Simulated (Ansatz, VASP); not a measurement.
**One calculation of Mo, two programs**

```xyz
1
Lattice="2.6738 0.0000 0.0000 -1.3369 2.3156 0.0000 0.0000 0.0000 2.3675" Properties=species:S:1:pos:R:3 pbc="T T T"
Mo    0.0000    0.0000    1.1837
```

Change from the starting cell: strain -0.025 along x and y, -0.050 along z, atoms carried along.

Alike in both runs: task single point; functional PBEsol; k mesh 24 × 24 × 24; occupations gaussian, width 0.15 eV; no spin polarisation.

```csv
,VASP,Ansatz
version,VASP 6.6.1,Ansatz 0.2.0
potentials or method,"VASP PAW PBE potentials, release 64 (Mo_sv)","scalar-relativistic, plane waves, PAW"
plane-wave cutoff (eV),520,420
valence electrons in the cell,14,14
```

VASP gave:

| Property | Result |
| --- | --- |
| gap on the k mesh at the Fermi level (eV) | none |
| pressure (GPa) | 30.4 |
| largest component of the traceless stress (GPa) | 9.47 |

Q: Estimate Ansatz's values.

A: gap on the k mesh at the Fermi level (eV): none; pressure (GPa): 29.3; largest component of the traceless stress (GPa): 8.70.

A gap of «none» marks a metal or a gap that the smearing closes.

Caveats: so large a pressure means that the cell lies far from this level's equilibrium, or that cutoff or potentials fall short (VASP); the potentials were made for another functional, which shifts forces and pressure (VASP).
